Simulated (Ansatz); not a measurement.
# Zone-centre phonons of HfS$_{2}$ at 4 GPa: input and output

Method: Ansatz 0.2.0, DFT PBEsol, scalar-relativistic, plane waves, PAW.

Launched with:
```bash
ansatz run input.yaml --threads 1 --pin off --max-ram 3072MiB --backend cpu --events-out ev --progress --plain --runs-dir out
```

Input (bare energies are in eV):
```yaml
crystal:
  lattice:
    - [3.5294589762, 0.0, 0.0]
    - [-1.7647294881, 3.056601135, 0.0]
    - [0.0, 0.0, 5.5064789931]
  atoms:
    - { symbol: Hf, position: [0.0, 0.0, 0.0] }
    - { symbol: S, position: [0.6666666667, 0.3333333333, 0.7341294374] }
    - { symbol: S, position: [0.3333333333, 0.6666666667, 0.2658705626] }
basis:
  ecutwfc: 420
kpoints:
  mp_grid: { grid: [12, 12, 8] }
hamiltonian:
  xc: pbesol
scf:
  occupations: { method: fixed }
output:
  eigenvalues: true
phonons:
  method: dfpt
  dielectric: true
  rigid_motions: translations
  eigenvectors: true
```

The end of the output:
```
--- Phonons (Γ-DFPT): 4 representative perturbations + reference, on 320 of 1152 k-points (Σ response iterations 13) ---
  k mesh reduced under 2 symmetry operations, with k and −k counted as one. Each operation leaves every solved perturbation unchanged. A smaller set is not considered because the run solves the response ...
  ASR residual: 7.643e-5 → 0.000e0 eV/Å²; symmetrization residual: 2.620e-5 eV/Å²
  ASR residual per site (eV/Å²): 1.58e-5 7.64e-5 7.64e-5
  Γ frequencies (cm⁻¹): 0.00 0.00 0.00 162.91 162.91 266.04 266.04 315.74 346.69
  ε∞ (high-frequency dielectric tensor):
       12.738864     0.000000    -0.000000
        0.000000    12.738864     0.000000
       -0.000000     0.000000     8.068557
  ε⁰ (static dielectric tensor: ions relaxed, cell fixed):
       43.337336     0.000000    -0.000000
        0.000000    43.337336     0.000000
       -0.000000     0.000000     9.029106
  ε⁰ − ε∞ (ionic part):
       30.598473     0.000000     0.000000
        0.000000    30.598473     0.000000
        0.000000     0.000000     0.960550
  softest optical mode at Γ: 162.91 cm⁻¹; the repairs (sum rule, projections) moved no ω² at Γ by more than (1.63 cm⁻¹)²
  Born effective charges Z* (e; rows j = field, columns β = displacement):
    site 0:
         6.80050    0.00000   -0.00000
         0.00000    6.80050    0.00000
         0.00000    0.00000    2.33530
    site 1:
        -3.40025   -0.00000   -0.00000
         0.00000   -3.40025   -0.00000
         0.00000   -0.00000   -1.16765
    site 2:
        -3.40025   -0.00000    0.00000
        -0.00000   -3.40025   -0.00000
        -0.00000   -0.00000   -1.16765
  Z* charge neutrality: 1.289e-3 e pre-enforcement
  solved inside a basis spanned on kpoints, on 16×16×10 k-points, its susceptibility summed on 18×18×10: ε∞ is read to err by 5.2e-2, Z* by 3.4e-2 e (field_mesh: kpoints solves on kpoints); Z* is corrected for ...
  optical modes at Γ without the LO–TO term, one row a degenerate level:
      ω (cm⁻¹) modes IR ((D/Å)²/amu)
        162.91      2            45.2353
        266.04      2             0.0000
        315.74      1             2.6672
        346.69      1             0.0000
  optical modes at Γ + LO–TO along q̂ = [1.0000, 0.0000, 0.0000]:
      ω (cm⁻¹) modes IR ((D/Å)²/amu)
        162.91      1            22.6176
        266.04      2             0.0000
        300.48      1            22.6176
        315.74      1             2.6672
        346.69      1             0.0000
  optical modes at Γ + LO–TO along q̂ = [0.0000, 1.0000, 0.0000]:
      ω (cm⁻¹) modes IR ((D/Å)²/amu)
        162.91      1            22.6176
        266.04      2             0.0000
        300.48      1            22.6176
        315.74      1             2.6672
        346.69      1             0.0000
  optical modes at Γ + LO–TO along q̂ = [0.0000, 0.0000, 1.0000]:
      ω (cm⁻¹) modes IR ((D/Å)²/amu)
        162.91      2            45.2353
        266.04      2             0.0000
        334.01      1             2.6672
        346.69      1             0.0000
```

Time: 9 min on 1 thread of Arm Neoverse V2 (shared host), peak memory 2.8 GiB.

The crystal is built of layers and no dispersion correction was added, so the binding between them is poorly described, and with it their spacing and whatever depends on it. Spin–orbit coupling is left out, which matters for heavy elements.